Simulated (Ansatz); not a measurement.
Ir:

```
CELL_PARAMETERS angstrom
0.00000 1.91560 1.91560
1.91560 0.00000 1.91560
1.91560 1.91560 0.00000
ATOMIC_POSITIONS crystal
Ir 0.00000 0.00000 0.00000
```

```yaml
Program: Ansatz 0.2.0
Task: relaxation of cell and atoms
Functional: LDA
Potentials_or_basis: all-electron LAPW, relativistic spinors
Basis_error_allowed: 0.001 eV/atom
k_mesh: 9 × 9 × 9
Occupations: fermi-dirac, width 0.05 eV
Spin: spin-orbit coupling, no magnetisation
```

At the start: volume 14.06 Å³/atom.

**Question.** How do energy, volume and symmetry change on relaxing?

**Answer.** Over 4 steps the energy falls by 4.1 meV/atom and the volume is 13.84 Å³/atom (-1.5 %); space group Fm-3m (No. 225, to 0.05 Å).

Step by step:
| step | energy change (eV) | largest force (eV/Å) | volume (Å³) |
| --- | --- | --- | --- |
| 1 | 0.0000 | 0.0000 | 14.06 |
| 2 | -0.0041 | 0.0000 | 13.85 |
| 3 | -0.0041 | 0.0000 | 13.84 |
| 4 | -0.0041 | 0.0000 | 13.84 |

Final structure:
```yaml
crystal:
  lattice:
    - [0.00000, 1.90571, 1.90571]
    - [1.90571, 0.00000, 1.90571]
    - [1.90571, 1.90571, 0.00000]
  atoms:
    - { symbol: Ir, position: [0.00000, 0.00000, 0.00000] }
```

Caveat: the k mesh is thin for a metal, which can move the energy by tens of meV per atom.
